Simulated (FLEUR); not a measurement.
GaAs:

```
CELL_PARAMETERS angstrom
0.00000 2.82685 2.82685
2.82685 0.00000 2.82685
2.82685 2.82685 0.00000
ATOMIC_POSITIONS crystal
As 0.75000 0.75000 0.75000
Ga 0.00000 0.00000 0.00000
```

Base run:

```yaml
Program: FLEUR MaX-R8.1 (later development tree)
Functional: r2SCAN
Potentials_or_basis: all-electron
Basis: FLAPW
Kmax: 4.58 1/bohr
k_mesh: 8 × 8 × 8
Occupations: fermi-dirac, width 0.05 eV
Spin: no spin polarisation
```

Its results: band gap on the k mesh 1.02 eV, direct.

Q: The run is repeated on the same cell with these changes: functional from r2SCAN to BLYP. What comes out?

A: Band gap on the k mesh 0.35 eV, direct.

r2SCAN gives the wider gap, since meta-GGAs in the generalised Kohn-Sham scheme recover part of the derivative discontinuity.

Caveats: the meta-GGA is that of a development version, with a GGA for the radial functions and cores and without core tails (some runs).

Not every run made on this cell is shown here.
